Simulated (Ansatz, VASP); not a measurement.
**W in VASP and in Ansatz**

```
CELL_PARAMETERS angstrom
-1.43266 1.54409 1.54409
1.54409 -1.43266 1.54409
1.54409 1.54409 -1.43266
ATOMIC_POSITIONS crystal
W 0.00000 0.00000 0.00000
```

Change from the starting cell: equal engineering shear yz, xz and xy +0.0700, equal normal strain along x, y and z -0.0300.

Alike in both runs: task single point; functional PBE; k mesh 20 × 20 × 20; occupations gaussian, width 0.15 eV; no spin polarisation.

|  | VASP | Ansatz |
| --- | --- | --- |
| version | VASP 6.6.1 | Ansatz 0.2.0 |
| potentials or method | VASP PAW PBE potentials, release 64 (W_sv) | scalar-relativistic, plane waves, PAW |
| plane-wave cutoff (eV) | 520 | 420 |
| valence electrons in the cell | 14 | 14 |

```csv
,VASP,Ansatz,Ansatz less VASP
gap on the k mesh at the Fermi level (eV),none,none,-
pressure (GPa),39.0,38.0,-1.02
largest component of the traceless stress (GPa),11.49,11.35,-0.141
```

A gap of «none» marks a metal or a gap that the smearing closes.

Caveats: so large a pressure means that the cell lies far from this level's equilibrium, or that cutoff or potentials fall short (VASP). The runs have no spin-orbit coupling, so splittings on W are missing.
